## Examination question: how large is cubic HfO₂?

The same crystal was relaxed with five density functionals. "Volume change" is measured from the supplied starting cell, and "relaxed length a" is the edge of the three-atom primitive cell.

VASP 6.6.1 plane-wave PAW DFT for cubic HfO₂ (Fm-3m), without spin polarisation, spin–orbit coupling or a dispersion correction. Cell and atoms were relaxed with a 600 eV cutoff, an 8 × 8 × 8 k mesh and Gaussian smearing of 0.02 eV. Volume changes are relative to the starting cell, and a is the edge of the three-atom primitive cell.

```
functional                            potentials  volume change (%)  relaxed length a (Å)
       LDA  VASP-PAW-LDA-potentials,-recommended             -3.090                 3.521
       PBE  VASP-PAW-PBE-potentials,-recommended              2.350                 3.586
    PBEsol  VASP-PAW-PBE-potentials,-recommended             -0.800                 3.549
      RPBE  VASP-PAW-PBE-potentials,-recommended              4.420                 3.610
    r2SCAN  VASP-PAW-PBE-potentials,-recommended              0.000                 3.558
```

### 1. How far do the Hf–O contacts stretch between the smallest and the largest cell?

**Model answer.** In this structure the contact is $d=\sqrt6\,a/4$, where $a$ is the relaxed length. It grows from 2.156 Å in LDA to 2.211 Å in RPBE, a stretch of about 2.5%. Symmetry leaves only one free length and volume goes as $a^3$, so the volume responds about three times as strongly. A modest disagreement about bond length thus becomes a spread of 7.5 percentage points in volume, which carries straight into a computed density.

### 2. Why does LDA give the smallest cell?

**Model answer.** Consider two limits. In a perfectly uniform electron density there are no gradients, and PBE, PBEsol and RPBE all reduce to LDA. In well-separated atoms the density falls off steeply, and there the gradient terms lower the exchange energy most.

A crystal lies between these limits, and pulling its ions apart moves it towards the second. The energy lowering from the gradient terms therefore grows with volume. The gradient terms in correlation work the other way, but exchange is expected to prevail. The net effect acts like an outward pressure on the LDA crystal and shifts the energy minimum to a larger cell. This argument accounts for LDA's overbinding, and the table agrees with it: LDA lies 5.4 points below PBE. Since LDA was also run with its own set of potentials, that distance isn't purely an effect of the functional.

### 3. Why do three functionals of the same type disagree?

**Model answer.** They reward density gradients to different degrees. For small gradients, PBEsol's exchange correction is roughly half as strong as PBE's, so its outward pressure is weaker and its cell stays smaller. PBEsol also has a modified correlation part, so the 3.2 points between the two can't be credited to exchange alone.

PBE and RPBE make a cleaner pair. They share their potentials and correlation, and their exchange agrees for very small gradients and in its upper bound. RPBE's exchange rises faster in between, and this alone expands the cell by a further 2.1 points. Gradients beyond the very small ones evidently matter for the size of this oxide.

### 4. Does a more elaborate functional give a larger cell?

**Model answer.** No. LDA uses the density, the next three functionals add its gradient, and r2SCAN adds the kinetic-energy density of the orbitals. Yet r2SCAN falls between PBEsol and PBE. The three gradient functionals alone span 5.2 points, almost the distance from LDA to PBE.

The extra ingredient lets r2SCAN distinguish kinds of bonding, so it isn't simply a stronger version of PBE's correction. The table doesn't reveal which part of r2SCAN places it so near PBEsol.

### 5. r2SCAN shows a change of 0.000%. Is it exact, and which digits can be trusted?

**Model answer.** The zero means that the r2SCAN run stopped at the supplied cell because the stress there was already small. The remaining pressure, −0.069 GPa, shows that the crystal would still shrink slightly. To find by how much, we need its stiffness.

Near the minimum, a relative volume error $x$ costs the energy $\Delta E=\tfrac12 BVx^2$, where $B$ is the bulk modulus and $V$ the relaxed volume. The PBE run gained 0.0138 eV on relaxing to 32.61 Å³, from a start that was too small by $x=2.35/102.35=0.0230$. Hence

$$B=\frac{2\times0.0138}{32.61\times0.0230^2}\ \text{eV/Å}^3\approx1.6\ \text{eV/Å}^3\approx260\ \text{GPa}.$$

The other three cells that moved give similar values, up to 271 GPa. Using this stiffness for r2SCAN as well, the volume still to be lost is $0.069/260\approx0.03\%$. Its nearest neighbour, PBEsol, is 0.8 points away, so the early stop threatens neither the order nor the first decimal of the volume change. Errors from the plane-wave cutoff and the potentials come on top and aren't tested here.

### 6. Which functional should a process engineer choose for the density?

**Model answer.** The table can't decide, because its zero is a supplied geometry and not a measurement. These are also static cells without thermal expansion, whereas pure cubic HfO₂ is a high-temperature phase. What the table does support is a rule of consistency: keep one functional throughout a comparison. Replacing a PBE cell by an LDA cell shrinks the volume by 5.3%, which could easily be mistaken for a real effect of composition or processing.

### Remarks on the reasoning

A slip to avoid in question 1 is to compare the printed length with the edge of the conventional cubic cell, which is $\sqrt2$ times longer. In question 3, the strongest argument comes from the pair that differs in a single ingredient, not from the pair that differs most in volume.
